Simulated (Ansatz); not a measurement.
A plane-wave DFT run in Ansatz 0.2.0 (scalar-relativistic PAW potentials unless the input names others): input and command.

```yaml
crystal:
  lattice:
    - [-3.9797267091, 3.9797267091, 3.9797267091]
    - [3.9797267091, -3.9797267091, 3.9797267091]
    - [3.9797267091, 3.9797267091, -3.9797267091]
  atoms:
    - { symbol: Ti, position: [0.4923381299, 0.4923381299, 0.0] }
    - { symbol: Ti, position: [0.0076618701, 0.0076618701, 0.0] }
    - { symbol: Ti, position: [0.0, 0.5, 0.5] }
    - { symbol: Ti, position: [0.5, 0.0, 0.5] }
    - { symbol: Al, position: [0.25, 0.25, 0.5] }
    - { symbol: Al, position: [0.75, 0.75, 0.5] }
    - { symbol: Al, position: [0.75, 0.25, 0.0] }
    - { symbol: Al, position: [0.25, 0.75, 0.0] }
    - { symbol: Al, position: [0.25, 0.5100299773, 0.2600299773] }
    - { symbol: Al, position: [0.75, -0.0031289746, 0.2468710254] }
    - { symbol: Al, position: [0.75, 0.5031289746, 0.7531289746] }
    - { symbol: Al, position: [0.25, -0.0100299773, 0.7399700227] }
    - { symbol: Al, position: [0.5100299773, 0.25, 0.2600299773] }
    - { symbol: Al, position: [-0.0031289746, 0.75, 0.2468710254] }
    - { symbol: Al, position: [-0.0100299773, 0.25, 0.7399700227] }
    - { symbol: Al, position: [0.5031289746, 0.75, 0.7531289746] }
    - { symbol: H, position: [0.25, 0.25, 0.0] }
basis:
  ecutwfc: "350 eV"
  xc_grid: 2
kpoints:
  mp_grid: { grid: [5, 5, 5], shift: [0.0, 0.0, 0.0] }
hamiltonian:
  xc: pbe
scf:
  occupations: { method: fermi_dirac, width: 0.3 }
output:
  forces: true
  eigenvalues: true
```

```bash
ansatz run input.yaml --threads 4 --pin off --max-ram 10240MiB --backend cpu --events-out ev --progress --plain --runs-dir out
```

Abridged log:
```
Warning: basis.ecutwfc = 350 eV is below the records' recommended 420 eV, and the density's cutoff is lower with it unless basis.ecutrho_ratio is high enough to keep the records' density cutoff: compare with a run at a higher cutoff
Basis set: ecut = 350 eV, 3781 PW (Γ), exchange–correlation on 90×90×90 points (8 copies of the dense FFT grid, shifted against one another)
Bands: 65, of which v1, the nominal top of the filled ones, is band 43 counted from 1 (42 counted from 0)
Symmetry: 16 space group operations
k-points: 18 of 125
SCF iter   1: F=—  HF=-16470.766305 eV  |F-HF|=—  |Δ(HF+E_count)|=         —  Δρ=5.16e-3  dr2=1.45e-1  ethr=1.77e-3  ⟨swp⟩=6.2  Hψ=5187  notcnv=0
SCF iter   2: F=—  HF=-16470.757783 eV  |F-HF|=—  |Δ(HF+E_count)|=   8.52e-3  Δρ=2.47e-3  dr2=3.33e-2  ethr=1.70e-4  ⟨swp⟩=1.0  Hψ=1350  notcnv=0
SCF iter   3: F=—  HF=-16470.754850 eV  |F-HF|=—  |Δ(HF+E_count)|=   2.93e-3  Δρ=4.65e-4  dr2=1.06e-3  ethr=3.92e-5  ⟨swp⟩=1.6  Hψ=1193  notcnv=0
SCF iter   4: F=—  HF=-16470.754756 eV  |F-HF|=—  |Δ(HF+E_count)|=   9.42e-5  Δρ=9.16e-5  dr2=2.57e-5  ethr=1.25e-6  ⟨swp⟩=2.2  Hψ=1571  notcnv=0
SCF iter   5: F=—  HF=-16470.754770 eV  |F-HF|=—  |Δ(HF+E_count)|=   1.44e-5  Δρ=2.09e-5  dr2=1.60e-6  ethr=3.02e-8  ⟨swp⟩=2.2  Hψ=1818  notcnv=0
SCF iter   6: F=-16470.754770 eV  HF=-16470.754770 eV  |F-HF|=7.24e-8  |Δ(HF+E_count)|=   2.50e-7  Δρ=5.37e-6  dr2=9.77e-8  ethr=1.18e-10  ⟨swp⟩=9.7  Hψ=4355  notcnv=0
SCF 1 converged in 6 iterations: F = -16470.754770 eV  dr2 = 9.77e-8
SCF converged after 6 iterations
Free energy (F): -16470.754770 eV
Harris-Foulkes:  -16470.754770 eV  (|F-HF|=7.24e-8)
Internal energy: -16467.995938 eV  (E = F + TS)
E sigma→0 (E₀):  -16469.375354 eV
Entropy (-TS):   -2.758832 eV (-162.284 meV/atom)
Fermi energy:    10.291076 eV
--- Forces (eV/Å), atoms counted from 1 ---
  atom   1  Ti     0.00000000     0.00000000     0.03557972
  atom   2  Ti     0.00000000     0.00000000    -0.03557972
  atom   3  Ti     0.00000000     0.00000000     0.00000000
  atom   4  Ti     0.00000000     0.00000000     0.00000000
  atom   5  Al     0.00000000     0.00000000     0.00000000
  atom   6  Al     0.00000000     0.00000000     0.00000000
  atom   7  Al     0.00000000     0.00000000     0.00000000
  atom   8  Al     0.00000000     0.00000000     0.00000000
  atom   9  Al    -0.01788631     0.00000000     0.00000000
  atom  10  Al    -0.01125813     0.00000000     0.00000000
  atom  11  Al     0.01125813     0.00000000     0.00000000
  atom  12  Al     0.01788631     0.00000000     0.00000000
  atom  13  Al     0.00000000    -0.01788631     0.00000000
  atom  14  Al     0.00000000    -0.01125813     0.00000000
  atom  15  Al     0.00000000     0.01788631     0.00000000
  atom  16  Al     0.00000000     0.01125813     0.00000000
  atom  17  H      0.00000000     0.00000000     0.00000000
```

Apart from outputs, empty bands and the relaxation, which only the reference makes, the input differs from a reference run on usual settings in basis.ecutwfc: 420 → "350 eV"; scf.occupations.method: "gaussian" → "fermi_dirac"; scf.occupations.width: 0.1 → 0.3. The reference, at the same geometry, ended its own course with largest force 0.004 eV/Å, no gap on the mesh. This run converged in 6 SCF iterations with an energy at zero smearing 5.91 meV/atom above the reference's, largest force 0.036 eV/Å, no gap on the mesh. Its smearing width and cutoff are looser than usual, and the result moved.

The run took 6.1 s on 4 threads of Intel(R) Xeon(R) Processor @ 2.70GHz, on a shared host, peak memory 0.74 GiB.